Q: I ran InAs on nine k meshes and changed nothing else. The coarsest puts the energy about 1 eV per atom above the finest. How can a choice of sampling points cost as much as a chemical change?

VASP 6.6.1, PBEsol with the recommended PAW PBE potentials (In_d, As), without spin polarisation or spin–orbit coupling, for InAs (F-43m, 2 atoms) at fixed geometry; cutoff 520 eV, Gaussian smearing 0.02 eV. The sweep value is the k mesh; energies are extrapolated to zero smearing and counted from 13,13,13, and gaps are taken on the mesh.

```
sweep value  energy less tightest (meV/atom)  pressure (GPa)  gap (eV)  force miss (eV/Å)  scf iterations
      2,2,2                           1006.5           9.313     0.000              0.000              12
      3,3,3                            239.4           3.454     0.000              0.000              12
      4,4,4                             72.7           2.172     0.000              0.000              12
      5,5,5                             25.8           1.794     0.000              0.000              12
      6,6,6                             10.3           1.671     0.000              0.000              12
      7,7,7                              4.5           1.624     0.000              0.000              12
      9,9,9                              1.0           1.595     0.000              0.000              12
   11,11,11                              0.2           1.588     0.000              0.000              12
   13,13,13                              0.0           1.585     0.000              0.000              12
```

A: A mesh of n×n×n points that includes the zone centre forces every electron wave to repeat after n cells along each edge of the crystal. The calculation therefore treats the solid as a closed ring, and an electron that travels n cells arrives where it started and interferes with itself. On the 2,2,2 mesh that round trip is only 8.5 Å, little more than three In–As bonds. On 13,13,13 it is 55 Å.

For a fixed potential, the energy error is the sum of all these false round trips:

error(n) = Σ F(nT), over all lattice vectors T except zero

Here F(R) measures how strongly the energy of the filled bands depends on a trip of length R. Bonding electrons in a semiconductor reach over a few bonds, so F is large at 8.5 Å and tiny at 55 Å.

Q: Then why is the energy too high on every coarse mesh? Interference could just as well make it too low.

A: Look at the zone centre, the wave that has the same phase in every cell. In this tetrahedral crystal, symmetry forbids s and p orbitals to mix at that point. Bonding between s and s and between p and p remains, but the s–p mixing that lowers the filled bands elsewhere in the zone is absent there, so the filled bands, taken together, are expected to lie well above their average.

A coarse mesh gives this poorly bonded point too much weight: one part in eight on 2,2,2, but less than one in two thousand on 13,13,13. The weight is not the error itself: it falls only as the inverse cube of n, more slowly than the error in the table, because other points of the mesh lie below the average and cancel much of the excess. The argument makes the sign plausible on the coarsest meshes; that the sign persists on the fine ones is read from the table. It also needs the point to be on the mesh. Odd meshes contain it by construction. The even ones follow the same smooth curve, which suggests that they contain it too: an even mesh shifted off the zone centre would be expected to have a much smaller error and to break the curve.

Q: How fast does the error die out? Can I extrapolate with a simple law?

A: Remember a factor of four at the start and a factor of two later. Going from 2,2,2 to 3,3,3 divides the energy error, counted from 13,13,13, by 4.2. Going from 6,6,6 to 7,7,7 divides it by 2.3.

A pure exponential would keep that factor constant, so it fails. A pure power law fails in the opposite way: the first step looks like an inverse power of 3.5, the later one like 5.4. The curve lies between the two, and an extrapolation with either form is only a rough guide.

Theory does offer one definite power. Suppose that parabolic filled and empty bands of a cubic crystal touch at a point, and that their curvature depends on direction. The total energy of the filled ones is in general not smooth there. Without smearing, its round trips should then fade only as the inverse fifth power of distance. The computed energies still fall faster than that in the last steps, so this slow tail has not taken over by 13,13,13.

Q: Do the bands touch here? The gap is zero in every row. I assumed that the mesh had missed a band edge.

A: Missing a band edge would make the gap look too large, because the closest pair of levels would be overlooked. A gap of zero that stays from the coarsest mesh to the finest belongs to the level of theory. Real InAs has a small direct gap, roughly 0.4 eV, and semilocal functionals such as PBEsol often underestimate gaps by at least that much.

Spin–orbit coupling is left out as well, but it would push the valence top up and so would not be expected to open the gap. Probably the s-like conduction level has dropped below the p-like valence top. That top consists of three levels of equal energy, and the electrons left for it would fill only two. Filled and empty states then meet at the same energy, and the gap is exactly zero. The orbital character of the bands at the zone centre would have to be inspected to confirm it.

Q: The pressure also starts far too high. Is that a second problem?

A: It is the same error seen through a change of volume. Suppose that the energy error ΔE per atom grows on compression as a power g of the volume V per atom. The pressure error ΔP then follows from the slope:

ΔE ∝ V^(−g)
ΔP = −dΔE/dV = g ΔE / V

One value of g, about 1.32, was fitted to all nine meshes, and the coarsest ones dominate it. Take 6,6,6, which was part of the fit. Its energy error is 0.0103 eV and the volume is 27.5 Å³ per atom; 1 eV/Å³ is 160 GPa:

ΔP ≈ 1.32 × 0.0103 / 27.5 × 160 GPa ≈ 0.079 GPa

The computed error relative to 13,13,13 is 0.085 GPa, so the estimate is about 7% low. It becomes worse on fine meshes, because g taken step by step drifts up from 1.3 to 1.6, as the printed output below shows; the last value rests on differences of only 0.2 meV and 0.002 GPa and is the least certain.

A simple case gives a scale for g. If all band energies grew on compression as they do for free electrons, g would be 2/3, and the pressure error on 2,2,2 would be half of what was computed. The larger value means that the error in InAs grows faster on compression than free-electron scaling would give. Whether the bands only stretch more strongly or also change their shape cannot be read from this table, and neither can the reason why g rises with the mesh.

Q: I next want a cell doubled along all three edges, with a defect in it. The force column is zero from 2,2,2 onwards. May I use a very coarse mesh?

A: Not on the strength of that column. Each atom here sits at the centre of a regular tetrahedron, and no direction is preferred, so the force vanishes by symmetry however poor the sampling is. A defect removes that protection. Forces must then be tested in a cell where the atoms are off their symmetric sites.

The round-trip picture does tell you how to carry the energy test over. What counts is the number of divisions times the length of the cell edge. For the perfect crystal, a 3,3,3 mesh in the doubled cell samples the same waves as 6,6,6 in the small one, provided both contain the zone centre. It therefore has the same error of about 10 meV per atom.

The same picture helps when you change the elements. A semiconductor with a wider gap holds its electrons on a shorter leash, so the last few meV should vanish sooner. In a metal the sharp edge between filled and empty states carries much further, and convergence is slower and less regular.

Q: Which mesh should I use, then, and which digits may I quote?

A: For energies good to about 10 meV per atom, 7,7,7 is enough, while 6,6,6 just misses. For 1 meV take 11,11,11. The 9,9,9 mesh seems to sit exactly on that bound, but its error is counted from 13,13,13, which has a small error of its own.

That leftover can be estimated in two ways. If the error keeps shrinking by the same factor as in the last steps, about 0.1 meV per atom remains at 13,13,13; if it shrinks as the inverse fifth power, about 0.2 meV. Either way the true error of 9,9,9 is nearer 1.1 or 1.2 meV. Read as distances from the fully converged energy, the values in the table are therefore probably too small by one or two units in the first decimal.

For the pressure, 6,6,6 is within 0.1 GPa of the finest mesh. With a bulk modulus of roughly 60 GPa, its error corresponds to a volume change of only 0.14%. The 1.6 GPa that remains on the finest mesh is a different matter: the cell is smaller than PBEsol would choose, and its volume would have to grow by between 2 and 3% to relieve it. No denser mesh will remove that pressure; relaxing the cell will.

Output of the analysis:

```
Errors counted from the tightest mesh:
       row  image distance in Å  weight of zone centre in %  energy error in meV/atom  pressure error in GPa  exponent g from the step before
     2,2,2                8.536                        12.5                      1007                  7.727                              n/a
     3,3,3                 12.8                       3.704                     239.4                  1.868                             1.31
     4,4,4                17.07                       1.562                     72.65                 0.5867                            1.319
     5,5,5                21.34                         0.8                     25.75                 0.2088                            1.382
     6,6,6                25.61                       0.463                     10.26                0.08512                             1.37
     7,7,7                29.88                      0.2915                     4.469                0.03847                            1.382
     9,9,9                38.41                      0.1372                         1               0.009318                            1.442
  11,11,11                46.95                     0.07513                     0.219               0.002094                            1.587
  13,13,13                55.48                     0.04552                         0                      0                            1.641
Factor by which the energy error falls from mesh 2 to 3: 4.205
Factor by which the energy error falls from mesh 6 to 7: 2.296
Local power of n from mesh 2 to 3: 3.542
Local power of n from mesh 6 to 7: 5.392
Energy step 7 to 9 over step 9 to 11, computed: 4.442
Energy step 9 to 11 over step 11 to 13, computed: 3.566
First of these ratios for an inverse fifth power: 3.968
Second of these ratios for an inverse fifth power: 3.051
Error left at mesh 13 if the last step ratio stays constant, meV/atom: 0.08534
Error left at mesh 13 for an inverse fifth power, meV/atom: 0.1678
Error of mesh 9 with the smaller remainder added, meV/atom: 1.085
Error of mesh 9 with the larger remainder added, meV/atom: 1.168
fit of work on 9 rows: coefficient of dE 1.319 +/- 0.0025; rms 2.46, worst 4,4,4 -4.85, leave-one-out rms 9.17
Pressure error of mesh 2 if all bands scaled as volume to the power -2/3, GPa: 3.911
Volume error from the pressure error of mesh 6, rough, %: 0.1419
Volume change that would relieve the pressure at mesh 13, rough, %: 2.643
```
